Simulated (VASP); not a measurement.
# Bi (R-3m) in VASP: settings compared, part 2 of 2

VASP 6.6.1. The steps go on from the part before.

### 3 Band structure, PBE+D3(BJ)

This run uses another cell than the first one, of 34.57 Å³/atom, 0.967 times its volume.

INCAR reads:

```
PREC = Accurate ; ENCUT = 520
EDIFF = 1E-6 ; ISMEAR = 1
SIGMA = 0.1 ; LREAL = F
LASPH = T ; NELM = 80
ALGO = Fast ; ISIF = 2
LWAVE = F ; LCHARG = F
GGA = PE ; IVDW = 12
NBANDS = 22 ; ICORELEVEL = 1
```

KPOINTS reads:

```
regular mesh
0
Gamma
  12 12 10
```

POSCAR reads:

```
Bi                                      
1.0
    2.2656626712      1.3080809576      3.8879168449
   -2.2656626712      1.3080809576      3.8879168449
    0.0000000000     -2.6161619055      3.8879168449
  Bi            
     2
Direct
     0.2372661059115935    0.2372661059115935    0.2372661059115934
     0.7627338940884066    0.7627338940884066    0.7627338940884066
```

KPOINTS_OPT reads:

```
explicit points
98
Reciprocal
 0.0000000000  0.0000000000  0.0000000000 1
 0.0555555556  0.0000000000  0.0000000000 1
 0.1111111111  0.0000000000  0.0000000000 1
 0.1666666667  0.0000000000  0.0000000000 1
 0.2222222222  0.0000000000  0.0000000000 1
 0.2777777778  0.0000000000  0.0000000000 1
 0.3333333333  0.0000000000  0.0000000000 1
 0.3888888889  0.0000000000  0.0000000000 1
 0.4444444444  0.0000000000  0.0000000000 1
 0.5000000000  0.0000000000  0.0000000000 1
 0.5000000000  0.0000000000  0.0000000000 1
 0.5000000000  0.0267048277 -0.0267048277 1
 0.5000000000  0.0534096555 -0.0534096555 1
 0.5000000000  0.0801144832 -0.0801144832 1
 0.5000000000  0.1068193110 -0.1068193110 1
 0.5000000000  0.1335241387 -0.1335241387 1
 0.5000000000  0.1602289665 -0.1602289665 1
 0.5000000000  0.1869337942 -0.1869337942 1
 0.5000000000  0.2136386220 -0.2136386220 1
 0.5000000000  0.2403434497 -0.2403434497 1
 0.7596565503  0.5000000000  0.2403434497 1
 0.7308058225  0.5000000000  0.2691941775 1
 0.7019550947  0.5000000000  0.2980449053 1
 0.6731043669  0.5000000000  0.3268956331 1
 0.6442536391  0.5000000000  0.3557463609 1
 0.6154029112  0.5000000000  0.3845970888 1
 0.5865521834  0.5000000000  0.4134478166 1
 0.5577014556  0.5000000000  0.4422985444 1
 0.5288507278  0.5000000000  0.4711492722 1
 0.5000000000  0.5000000000  0.5000000000 1
 0.5000000000  0.5000000000  0.5000000000 1
 0.4444444444  0.4444444444  0.4444444444 1
 0.3888888889  0.3888888889  0.3888888889 1
 0.3333333333  0.3333333333  0.3333333333 1
 0.2777777778  0.2777777778  0.2777777778 1
 0.2222222222  0.2222222222  0.2222222222 1
 0.1666666667  0.1666666667  0.1666666667 1
 0.1111111111  0.1111111111  0.1111111111 1
 0.0555555556  0.0555555556  0.0555555556 1
 0.0000000000  0.0000000000  0.0000000000 1
 0.0000000000  0.0000000000  0.0000000000 1
 0.0411301916  0.0000000000 -0.0411301916 1
 0.0822603833  0.0000000000 -0.0822603833 1
 0.1233905749  0.0000000000 -0.1233905749 1
 0.1645207666  0.0000000000 -0.1645207666 1
 0.2056509582  0.0000000000 -0.2056509582 1
 0.2467811499  0.0000000000 -0.2467811499 1
 0.2879113415  0.0000000000 -0.2879113415 1
 0.3290415332  0.0000000000 -0.3290415332 1
 0.3701717248  0.0000000000 -0.3701717248 1
 0.6298282752  0.3701717248  0.0000000000 1
 0.6154029113  0.3845970887  0.0000000000 1
 0.6009775474  0.3990224526  0.0000000000 1
 0.5865521835  0.4134478165  0.0000000000 1
 0.5721268196  0.4278731804  0.0000000000 1
 0.5577014556  0.4422985444  0.0000000000 1
 0.5432760917  0.4567239083  0.0000000000 1
 0.5288507278  0.4711492722  0.0000000000 1
 0.5144253639  0.4855746361  0.0000000000 1
 0.5000000000  0.5000000000  0.0000000000 1
 0.5000000000  0.5000000000  0.0000000000 1
 0.5144253639  0.5144253639  0.0267048277 1
 0.5288507278  0.5288507278  0.0534096555 1
 0.5432760917  0.5432760917  0.0801144832 1
 0.5577014556  0.5577014556  0.1068193110 1
 0.5721268196  0.5721268196  0.1335241387 1
 0.5865521835  0.5865521835  0.1602289665 1
 0.6009775474  0.6009775474  0.1869337942 1
 0.6154029113  0.6154029113  0.2136386220 1
 0.6298282752  0.6298282752  0.2403434497 1
 0.6298282752  0.6298282752  0.2403434497 1
 0.6154029113  0.6154029113  0.2691941775 1
 0.6009775474  0.6009775474  0.2980449053 1
 0.5865521835  0.5865521835  0.3268956331 1
 0.5721268196  0.5721268196  0.3557463609 1
 0.5577014556  0.5577014556  0.3845970888 1
 0.5432760917  0.5432760917  0.4134478166 1
 0.5288507278  0.5288507278  0.4422985444 1
 0.5144253639  0.5144253639  0.4711492722 1
 0.5000000000  0.5000000000  0.5000000000 1
 0.5000000000  0.0000000000  0.0000000000 1
 0.5288507278  0.0411301916  0.0411301916 1
 0.5577014556  0.0822603833  0.0822603833 1
 0.5865521834  0.1233905749  0.1233905749 1
 0.6154029112  0.1645207666  0.1645207666 1
 0.6442536391  0.2056509582  0.2056509582 1
 0.6731043669  0.2467811499  0.2467811499 1
 0.7019550947  0.2879113415  0.2879113415 1
 0.7308058225  0.3290415332  0.3290415332 1
 0.7596565503  0.3701717248  0.3701717248 1
 0.0000000000  0.0000000000  0.0000000000 1
 0.7596565503  0.5000000000  0.2403434497 1
 0.5000000000  0.2403434497 -0.2403434497 1
 0.5000000000  0.5000000000  0.0000000000 1
 0.5000000000  0.0000000000  0.0000000000 1
 0.7596565503  0.3701717248  0.3701717248 1
 0.6298282752  0.6298282752  0.2403434497 1
 0.6298282752  0.3701717248  0.0000000000 1
```

Potentials or basis: VASP PAW PBE potentials, release 64 (Bi_d).

The run is started by

```console
cat potpaw_PBE.64/Bi_d/POTCAR > POTCAR
mpirun -np 1 vasp_std > vasp.out
```

OUTCAR:

```text
PREC = Accurate
   ENCUT = 520
   EDIFF = 1E-6
   ISMEAR = 1
   LREAL = F
   LASPH = T
   NELM = 80
   ISIF = 2
   GGA = PE
   IVDW = 12
 IVDW          = 12

 ion  position               nearest neighbor table
   1  0.237  0.237  0.237-   2 3.09   2 3.09   2 3.09   2 3.44   2 3.44   2 3.44
   2  0.763  0.763  0.763-   1 3.09   1 3.09   1 3.09   1 3.44   1 3.44   1 3.44

  LATTYP: Found a trigonal (rhomboedric) cell.
 ALAT       =     4.6861712009
 COS(alpha) =     0.5324972244

[... 504 lines left out ...]

------------------------ aborting loop because EDIFF is reached ----------------------------------------

 Edisp (eV)   -0.92386

 E8    (eV) :    -0.4590

  FORCE on cell =-STRESS in cart. coord.  units (eV):
  Direction    XX          YY          ZZ          XY          YZ          ZX
  --------------------------------------------------------------------------------------
  -------------------------------------------------------------------------------------
  Total      -0.01217    -0.01217    -0.01730     0.00000    -0.00000     0.00000
  in kB      -0.28205    -0.28205    -0.40088     0.00000    -0.00000     0.00000
  external pressure =       -0.32 kB  Pullay stress =        0.00 kB

 VOLUME and BASIS-vectors are now :
 -----------------------------------------------------------------------------
  energy-cutoff  :      520.00
  volume of cell :       69.14
      direct lattice vectors                 reciprocal lattice vectors
     2.265662671  1.308080958  3.887916845     0.220685986  0.127413113  0.085735716
    -2.265662671  1.308080958  3.887916845    -0.220685986  0.127413113  0.085735716
     0.000000000 -2.616161905  3.887916845     0.000000000 -0.254826226  0.085735716

 POSITION                                       TOTAL-FORCE (eV/Angst)
 -----------------------------------------------------------------------------------
      0.00000      0.00000      2.76741         0.000000     -0.000000     -0.001608
      0.00000      0.00000      8.89634         0.000000      0.000000      0.001608
 -----------------------------------------------------------------------------------
    total drift:                               -0.000000      0.000000     -0.000000

  FREE ENERGIE OF THE ION-ELECTRON SYSTEM (eV)
  ---------------------------------------------------
  free  energy   TOTEN  =        -8.6657419011 eV

  energy  without entropy=       -8.6658150181  energy(sigma->0) =       -8.66576627
```

OSZICAR:

```text
N       E                     dE             d eps       ncg     rms          rms(c)
DAV:   1     0.308371380946E+03    0.30837E+03   -0.16225E+04 17226   0.165E+03
DAV:   2     0.183341514591E+02   -0.29004E+03   -0.28304E+03 17438   0.439E+02
DAV:   3    -0.684348893629E+01   -0.25178E+02   -0.24906E+02 20920   0.143E+02
DAV:   4    -0.770482787163E+01   -0.86134E+00   -0.86094E+00 21206   0.290E+01
DAV:   5    -0.774331731529E+01   -0.38489E-01   -0.38489E-01 25082   0.548E+00    0.101E+00
RMM:   6    -0.774101199165E+01    0.23053E-02   -0.13243E-02 21058   0.127E+00    0.614E-01
RMM:   7    -0.774137107044E+01   -0.35908E-03   -0.13720E-02 20025   0.124E+00    0.106E-01
RMM:   8    -0.774175926471E+01   -0.38819E-03   -0.39449E-03 24086   0.648E-01    0.255E-02
RMM:   9    -0.774187977243E+01   -0.12051E-03   -0.12508E-03 29043   0.281E-01    0.287E-02
RMM:  10    -0.774188194668E+01   -0.21743E-05   -0.10645E-04 29175   0.815E-02    0.148E-02
RMM:  11    -0.774187980042E+01    0.21463E-05   -0.18952E-05 23917   0.358E-02    0.320E-03
RMM:  12    -0.774187984971E+01   -0.49296E-07   -0.59980E-06 20639   0.186E-02
   1 F= -.86657419E+01 E0= -.86657663E+01  d E =0.731170E-04
       N       E                     dE             ncg
DAV:   1     0.190370465616E+05   -0.73262E+05     4312
DAV:   2    -0.921947507723E+04   -0.28257E+05     4384
DAV:   3    -0.116786100844E+05   -0.24591E+04     5218
DAV:   4    -0.117629208534E+05   -0.84311E+02     5498
DAV:   5    -0.117662957885E+05   -0.33749E+01     6166
DAV:   6    -0.117663719393E+05   -0.76151E-01     6186
DAV:   7    -0.117663736890E+05   -0.17498E-02     6144
DAV:   8    -0.117663737166E+05   -0.27567E-04     4900
DAV:   9    -0.117663737181E+05   -0.15322E-05     3620
DAV:  10    -0.117663737186E+05   -0.51565E-06     3302
```

Wall time 12 min (1 thread of Intel Xeon Platinum 8488C (Sapphire Rapids), shared host); peak memory 0.84 GiB.

What came out:

| Quantity | Value |
| --- | --- |
| Free energy | -8.6657 eV |
| Pressure | 0.0 GPa |
| Band gap along the path | none (metal or under the smearing width) |
| Dispersion energy per atom | -0.462 eV |

Levels at the corners of the path, in eV from the Fermi level:
```
point  band 12  band 13  band 14  band 15  band 16  band 17  band 18  band 19
    Γ    -7.43    -1.53    -1.25    -1.25     2.75     3.03     3.03     5.49
    L   -10.64    -1.15    -1.01    -0.27    -0.27     0.35     0.76     7.71
    L   -10.64    -1.15    -1.01    -0.27    -0.27     0.35     0.76     7.71
   B1   -10.28    -4.18    -4.12    -0.31     0.64     5.12     5.13     6.06
    B   -10.28    -4.18    -4.12    -0.31     0.64     5.12     5.13     6.06
    Z   -10.17    -0.81    -0.53    -0.53     0.50     0.50     0.55     7.28
    Z   -10.17    -0.81    -0.53    -0.53     0.50     0.50     0.55     7.28
    Γ    -7.43    -1.53    -1.25    -1.25     2.75     3.03     3.03     5.49
    Γ    -7.43    -1.53    -1.25    -1.25     2.75     3.03     3.03     5.49
    X   -10.25    -4.48    -2.54    -2.52     3.03     3.14     4.65     6.07
    Q   -10.25    -4.48    -2.54    -2.52     3.03     3.14     4.65     6.07
    F    -9.43    -4.85    -3.13    -2.98     2.46     5.00     5.35     6.92
    F    -9.43    -4.85    -3.13    -2.98     2.46     5.00     5.35     6.92
   P1   -10.01    -4.55    -2.50    -2.49     2.95     3.50     4.48     6.11
   P1   -10.01    -4.55    -2.50    -2.49     2.95     3.50     4.48     6.11
    Z   -10.17    -0.81    -0.53    -0.53     0.50     0.50     0.55     7.28
    L   -10.64    -1.15    -1.01    -0.27    -0.27     0.35     0.76     7.71
    P   -10.01    -4.55    -2.50    -2.49     2.95     3.50     4.48     6.11
```

Core levels (eV, on the scale of the bands):
| atom | levels |
| --- | --- |
| 1 Bi | 1s -90628.9, 2s -16271.6, 2p -13912.0, 3s -3919.6, 3p -3245.8, 3d -2570.7, 4s -891.3, 4p -670.6, 4d -418.9, 4f -141.7, 5s -146.8, 5p -84.9 |
| 2 Bi | 1s -90628.9, 2s -16271.6, 2p -13912.0, 3s -3919.6, 3p -3245.8, 3d -2570.7, 4s -891.3, 4p -670.6, 4d -418.9, 4f -141.7, 5s -146.8, 5p -84.9 |

Caveat: spin-orbit coupling is left out, which moves the levels of the heavy elements; pairwise dispersion overbinds metals, which lowers pressure and volume.
